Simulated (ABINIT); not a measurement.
# GaP (F-43m) in ABINIT: notebook, part 2 of 2

ABINIT 10.8.3 (patched build). The steps go on from the part before.

## (4) Single point, LDA (cell relaxed)

File run.abi:

```
pp_dirpath "./"
pseudos "Ga.upf, P.upf"

acell 3*1.0 Angstrom
rprim
     0.0000000000     2.6941493200     2.6941493200
     2.6941493200     0.0000000000     2.6941493200
     2.6941493200     2.6941493200     0.0000000000
ntypat 2
znucl 31 15
natom 2
typat 1 2
xred
     0.0000000000     0.0000000000     0.0000000000
     0.7500000000     0.7500000000     0.7500000000
chkprim 0
chksymtnons 0
tolsym 1.0e-6

ecut 40.0

kptopt 1
ngkpt 6 6 6
nshiftk 1
shiftk 0.0 0.0 0.0

ixc 7

nband 13
occopt 3
tsmear 0.05 eV

nstep 100
tolvrs 1.0e-10

iomode 3
prtwf 0
prtden 0
prteig 0
prtebands 0
enunit 1
```

Potentials or basis: PseudoDojo NC SR LDA v0.4.1 standard.

Command:

```
> abinit run.abi > log 2>&1
```

run.abo:

```text
.Version 10.8.3 of ABINIT
 Symmetries : space group F-4 3 m (#216); Bravais cF (face-center cubic)
================================================================================
 Values of the parameters that define the memory need of the present run
     intxc =       0    ionmov =       0      iscf =       7    lmnmax =       6
     lnmax =       6     mgfft =      45  mpssoang =       3    mqgrid =    3001
     natom =       2  nloc_mem =       1    nspden =       1   nspinor =       1
    nsppol =       1      nsym =      24    n1xccc =    2501    ntypat =       2
    occopt =       3   xclevel =       1
       mpw =        3206          nfft =       91125          nkpt =          16
================================================================================
================================================================================

--------------------------------------------------------------------------------
------------- Echo of variables that govern the present computation ------------
--------------------------------------------------------------------------------
 -outvars: echo values of preprocessed input variables --------
            acell      1.8897261259E+00  1.8897261259E+00  1.8897261259E+00 Bohr
              amu      6.97230000E+01  3.09737620E+01
          chkprim           0
      chksymtnons           0
             ecut      4.00000000E+01 Hartree
           enunit           1
              ixc           7
         kptrlatt        6    0    0      0    6    0      0    0    6
          kptrlen      4.32003015E+01
            natom           2
            nband          13
            ngfft          45      45      45
             nkpt          16
            nstep         100
             nsym          24
           ntypat           2
           occopt           3
           prtden           0
        prtebands           0
           prteig           0
            prtwf           0
            rprim      0.0000000000E+00  2.6941493200E+00  2.6941493200E+00
                       2.6941493200E+00  0.0000000000E+00  2.6941493200E+00
                       2.6941493200E+00  2.6941493200E+00  0.0000000000E+00
          spgroup         216
           tolsym      1.00000000E-06
           tolvrs      1.00000000E-10
           tsmear      1.83746611E-03 Hartree
            typat      1  2
           xangst      0.0000000000E+00  0.0000000000E+00  0.0000000000E+00
                       4.0412239800E+00  4.0412239800E+00  4.0412239800E+00
            xcart      0.0000000000E+00  0.0000000000E+00  0.0000000000E+00
[... 118 lines left out ...]

 cartesian coordinates (angstrom) at end:
    1      0.00000000000000     0.00000000000000     0.00000000000000
    2      4.04122398000000     4.04122398000000     4.04122398000000

 cartesian forces (hartree/bohr) at end:
    1      0.00000000000000     0.00000000000000    -0.00000000000000
    2     -0.00000000000000    -0.00000000000000     0.00000000000000
 frms,max,avg= 1.6868366E-31 2.0659445E-31   0.000E+00  0.000E+00  0.000E+00 h/b

 cartesian forces (eV/Angstrom) at end:
    1      0.00000000000000     0.00000000000000    -0.00000000000000
    2     -0.00000000000000    -0.00000000000000     0.00000000000000
 frms,max,avg= 8.6740625E-30 1.0623514E-29   0.000E+00  0.000E+00  0.000E+00 e/A
 length scales=  1.889726125908  1.889726125908  1.889726125908 bohr
              =  1.000000000000  1.000000000000  1.000000000000 angstroms
 Fermi (or HOMO) energy (eV) =   5.27827   Average Vxc (eV)= -10.31373
 Eigenvalues (   eV  ) for nkpt=  16  k points:
 kpt#   1, nband= 13, wtk=  0.00463, kpt=  0.0000  0.0000  0.0000 (reduced coord)
 -10.19364  -10.19364  -10.19364  -10.08451  -10.08451   -8.21813    4.56618    4.56618
   4.56618    6.45349    8.34899    8.34899    8.34899
 prteigrs : prtvol=0 or 1, do not print more k-points.

--- !EnergyTerms
iteration_state     : {dtset: 1, }
comment             : Components of total free energy in Hartree
kinetic             :  6.50864861135617E+01
hartree             :  2.58100161155926E+01
xc                  : -2.26528615462240E+01
Ewald energy        : -4.87956703749177E+01
psp_core            :  2.15615747761272E+00
local_psp           : -6.80119726745296E+01
non_local_psp       : -3.69408913427723E+01
internal            : -8.33487362316767E+01
'-kT*entropy'       : -1.04095618214448E-09
total_energy        : -8.33487362327176E+01
total_energy_eV     : -2.26803465474287E+03
band_energy         : -3.93468618067811E+00
...

 Cartesian components of stress tensor (hartree/bohr^3)
  sigma(1 1)=  1.19200612E-06  sigma(3 2)=  0.00000000E+00
  sigma(2 2)=  1.19200612E-06  sigma(3 1)=  0.00000000E+00
  sigma(3 3)=  1.19200612E-06  sigma(2 1)=  0.00000000E+00

-Cartesian components of stress tensor (GPa)         [Pressure= -3.5070E-02 GPa]
- sigma(1 1)=  3.50700309E-02  sigma(3 2)=  0.00000000E+00
- sigma(2 2)=  3.50700309E-02  sigma(3 1)=  0.00000000E+00
- sigma(3 3)=  3.50700309E-02  sigma(2 1)=  0.00000000E+00

== END DATASET(S) ==============================================================
================================================================================

 -outvars: echo values of variables after computation  --------
            acell      1.8897261259E+00  1.8897261259E+00  1.8897261259E+00 Bohr
           etotal     -8.3348736233E+01
            fcart      2.0659444535E-31  1.5642817521E-48 -2.0659444535E-31
                      -2.0659444535E-31 -1.5642817521E-48  2.0659444535E-31
            rprim      0.0000000000E+00  2.6941493200E+00  2.6941493200E+00
                       2.6941493200E+00  0.0000000000E+00  2.6941493200E+00
                       2.6941493200E+00  2.6941493200E+00  0.0000000000E+00
           strten      1.1920061216E-06  1.1920061216E-06  1.1920061216E-06
                       0.0000000000E+00  0.0000000000E+00  0.0000000000E+00
           xangst      0.0000000000E+00  0.0000000000E+00  0.0000000000E+00
                       4.0412239800E+00  4.0412239800E+00  4.0412239800E+00
             xred      0.0000000000E+00  0.0000000000E+00  0.0000000000E+00
                       7.5000000000E-01  7.5000000000E-01  7.5000000000E-01
 Calculation completed.
```

Run time: 18 s. Hardware: 1 thread of AMD EPYC 9R45 (Zen 5), shared host; peak memory 0.08 GiB.

Results:

- Free energy: -2268.0347 eV
- Pressure: 0.0 GPa
- Band gap on the k mesh: 1.43 eV, indirect (least direct gap 1.89 eV)
- Valence electrons inside the program's atomic spheres: Ga 10.88; P 2.80

A k mesh can miss the band edges.

## (5) Single point, PBEsol

File run.abi:

```
# Pseudopotentials
pp_dirpath "./"
pseudos "Ga.upf, P.upf"

# Structure
acell 3*1.0
rprim
     0.0000000000     5.1499761211     5.1499761211
     5.1499761211     0.0000000000     5.1499761211
     5.1499761211     5.1499761211     0.0000000000
ntypat 2
znucl 31 15
natom 2
typat 1 2
xred
     0.0000000000     0.0000000000     0.0000000000
     0.7500000000     0.7500000000     0.7500000000

# Plane-wave basis
ecut 36.0

# k points
kptopt 1
ngkpt 6 6 6
nshiftk 1
shiftk 0.0 0.0 0.0

# Exchange and correlation
ixc -116133

# Bands and occupations
nband 13
occopt 3
tsmear 0.05 eV

# SCF cycle
nstep 100
tolvrs 1.0e-10

# Output
iomode 3
prtwf 0
prtden 0
prteig 0
prtebands 0
```

Potentials or basis: PseudoDojo NC SR PBEsol v0.4.1 standard.

Command:

```
> abinit run.abi > log 2>&1
```

It took 23 s on 1 thread of Arm Neoverse V1, shared host; peak memory 0.08 GiB.

The run converged. Its results:

- Free energy: -2266.7406 eV
- Pressure: -1.4 GPa
- Band gap on the k mesh: 1.51 eV, indirect (least direct gap 1.73 eV)
- Valence electrons inside the program's atomic spheres: Ga 10.83; P 2.77

Levels at points of the mesh, in eV from the valence-band top:
```tsv
k point	band 7	band 8	band 9	band 10	band 11	band 12
(0.00, 0.00, 0.00)	0.00	0.00	0.00	1.73	3.82	3.82
(0.50, 0.00, 0.00)	-6.69	-1.13	-1.13	1.58	4.64	4.64
(0.50, 0.50, 0.00)	-6.81	-2.71	-2.71	1.51	1.71	10.52
```

## (6) The runs side by side

| task | level | potentials or basis | cell | cutoff (eV) | fine-grid cutoff | cell freedom (optcell) | optimiser (ionmov) | cutoff smearing ecutsm (Ha) | force stop (Ha/bohr) | gap on the mesh (eV) | pressure (GPa) |
| --- | --- | --- | --- | --- | --- | --- | --- | --- | --- | --- | --- |
| single point | PBEsol | JTH PAW PBE v2.0 | as given | 408 | 816.342 eV | - | - | - | - | 1.52 | -0.5 |
| relaxation of cell and atoms | LDA | PseudoDojo NC SR LDA v0.4.1 standard | relaxed | 1088 | - | 2 | 2 | 0.5 | 2e-05 | 1.43 | 0.0 |
| single point | LDA | PseudoDojo NC SR LDA v0.4.1 standard | cell relaxed | 1088 | - | - | - | - | - | 1.43 | 0.0 |
| single point | PBEsol | PseudoDojo NC SR PBEsol v0.4.1 standard | as given | 980 | - | - | - | - | - | 1.51 | -1.4 |

Alike in all rows: no spin polarisation; k mesh 6 × 6 × 6; smearing fermi-dirac 0.05 eV.

Caveats: the PAW data sets were made with another functional, which shifts forces and pressure a little (some runs).

Absolute energies hang on the potentials; compare differences alone.

## (7) How close it comes

Step 2. Against the measured gap of GaP, 2.34 eV (indirect; 10 K; quoted in “Stacking defects in GaP nanowires: Electronic structure and optical properties”, 2018, arxiv:1810.01194), the calculated 1.52 eV is off by -0.82 eV. Spin-orbit coupling on Ga is left out. The value is that of PBEsol on a finite k mesh, which can miss the band edges, without temperature or zero-point motion. Semilocal functionals fall short of measured gaps as a rule.

Step 5. Measured gap of GaP: 2.34 eV (indirect; 10 K; quoted in “Stacking defects in GaP nanowires: Electronic structure and optical properties”, 2018, arxiv:1810.01194). This calculation gives 1.51 eV (-0.83 eV). Spin-orbit coupling on Ga is left out. The value is that of PBEsol on a finite k mesh, which can miss the band edges, without temperature or zero-point motion. Semilocal functionals fall short of measured gaps as a rule.
